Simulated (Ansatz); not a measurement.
CuI, DFT, LDA, all-electron LAPW, scalar-relativistic (Ansatz 0.2.0), run on 1 thread of Arm Neoverse V1 on a shared host.

The cell is COD entry 9004456, as deposited and not checked against the literature; nothing was relaxed. It differs from other determinations.

Command: `ansatz run input.yaml --threads 1 --pin off --max-ram 2048MiB --backend cpu --events-out ev --progress --plain --runs-dir out`

```yaml
crystal:
  lattice:
    - [0.0, 3.0315, 3.0315]
    - [3.0315, 0.0, 3.0315]
    - [3.0315, 3.0315, 0.0]
  atoms:
    - { symbol: Cu, position: [0.75, 0.75, 0.75] }
    - { symbol: I, position: [0.0, 0.0, 0.0] }
kpoints:
  mp_grid: { grid: [9, 9, 9] }
  band_path:
    path:
      - [0.0, 0.0, 0.0]
      - [-0.5, -0.5, 0.0]
      - [-0.375, -0.375, 0.25]
      - [-0.375, 0.0, 0.375]
      - [0.0, 0.0, 0.0]
      - [0.0, 0.0, 0.5]
      - [-0.5, -0.25, 0.25]
      - [-0.5, -0.5, 0.0]
    npoints: 5
scf:
  occupations: { method: fermi_dirac, width: 0.03 }
hamiltonian:
  xc: lda
  pseudopotentials: { kind: all_electron, lapw: { basis_error: 0.001 } }
output:
  forces: true
  stress: true
  eigenvalues: true
```

Q: How large is the problem that the program sets up?

A: 35 irreducible k-points, 609 plane waves at Γ, 27 bands.

Q: Estimate the wall time and the peak memory.

A: 31 s of wall time for 9 SCF iterations, with a peak of 0.32 GiB. Times on shared machines scatter by tens of per cent.

Q: And the same cell and mesh by frozen-core PAW, asked for forces, stress, eigenvalues, efg, write_density, write_potential, elf and the same band path, on the same hardware?

A: 9.5 s, peak memory 0.4 GiB.
